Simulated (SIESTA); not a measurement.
# BAs under changes of volume

One of the cells (13.899 Å³/atom); the others are scaled copies at fixed shape and fractional positions:

```
As B
1.0
     0.00000    2.40432    2.40432
     2.40432    0.00000    2.40432
     2.40432    2.40432    0.00000
As B
1 1
Direct
  0.75000 0.75000 0.75000
  0.00000 0.00000 0.00000
```

| Property | Result |
| --- | --- |
| Program | SIESTA 5.4.2 |
| Functional | PBE |
| Potentials or basis | PseudoDojo 0.4 standard (PBE files) |
| Basis | DZP (energy shift 0.003 Ry; two zetas on semicore shells) |
| Grid cutoff | 500 Ry |
| Energy shift | 0.003 Ry |
| k mesh | 10 × 10 × 10 |
| Occupations | fermi-dirac, width 0.05 eV |
| Spin | no spin polarisation |

```csv
volume (Å³/atom),energy over the lowest point (meV/atom),pressure (GPa),gap on the mesh (eV)
12.809,55.94,14.8,1.29
13.081,34.13,11.0,1.31
13.354,18.18,7.8,1.33
13.899,1.78,2.2,1.36
14.171,0.00,-0.1,1.38
14.444,?,?,?
```

**Question.** What does the run at 14.444 Å³/atom give?

**Answer.** Energy over the lowest point 2.11 meV/atom; pressure -2.4 GPa; gap on the mesh 1.39 eV.

Worked out: A Birch-Murnaghan fit of order 3 (a polynomial in V^(-2/3)) to the other rows has its minimum at 14.16 Å³/atom with B0 = V·E''(V) = 111 GPa and B' = 5.6. It gives 1.88 meV/atom at 14.444 Å³/atom, against the run's 2.11, and -dE/dV = -2.1 GPa, against -2.4. A straight line through the other rows of the gap, of slope 0.87 eV per unit of ln V, extrapolates to 1.40 eV, against the run's 1.39.

Energies are extrapolated to zero smearing.

Caveats: the basis of atomic orbitals isn't converged, which shifts pressures, moduli and gaps.

A mesh can miss the band edges. Spin-orbit coupling on As is left out.
